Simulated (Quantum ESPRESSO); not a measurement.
## Ni and the effect of the Hubbard U on Ni d

```cif
data_structure
_symmetry_space_group_name_H-M 'Im-3m'
_symmetry_Int_Tables_number 229
_cell_length_a 2.7674
_cell_length_b 2.7674
_cell_length_c 2.7674
_cell_angle_alpha 90.000
_cell_angle_beta 90.000
_cell_angle_gamma 90.000
_cell_volume 21.19
loop_
_atom_site_label
_atom_site_type_symbol
_atom_site_symmetry_multiplicity
_atom_site_Wyckoff_symbol
_atom_site_fract_x
_atom_site_fract_y
_atom_site_fract_z
_atom_site_occupancy
Ni1 Ni 2 a 0.00000 0.00000 0.00000 1
```

This isn't the form of Ni at room conditions, which is fcc.

Kept alike: task single point; functional PBEsol; k mesh 13 × 13 × 13; occupations fermi-dirac, width 0.05 eV; collinear spin, ferromagnetic start. Program: Quantum ESPRESSO, GBRV 1.5 PBEsol, cutoff 612 eV. The mesh is that of the run's cell of 1 atom. No spin-orbit coupling.

| Hubbard U on Ni d, U (eV) | pressure (GPa) | largest site moment (μB) |
| --- | --- | --- |
| 0 | -2.46 | 0.65 |
| 1 | -3.35 | 0.65 |
| 2 | ? | ? |
| 3 | -4.69 | 0.66 |
| 4 | -5.11 | 0.67 |
| 5 | -5.42 | 0.68 |
| 6 | -5.64 | 0.68 |
| 8 | -6.12 | 0.68 |

Pressure is positive in compression; the values hold the error of the finite cutoff, so their zero can differ a little from the energy's minimum. For a metal such a mesh leaves the last digits unconverged. How U acts hangs on the program's projectors. The runs hold the magnetic state that their start led to, which needn't be the lowest. Site moments count inside each atom's sphere or projector.

Problem. Fit the rows shown and predict the run at 2 eV.

Solution. A least-squares cubic through the rows shown is pressure = -0.00599 U³ + 0.123 U² - 1.0595 U - 2.442 (largest miss 0.034); at U = 2 it gives -4.12 GPa. A least-squares line through the rows shown is largest site moment = 0.0046 U + 0.649 (largest miss 0.008); at U = 2 it gives 0.66 μB. The run gave: pressure -4.05 GPa; largest site moment 0.65 μB.
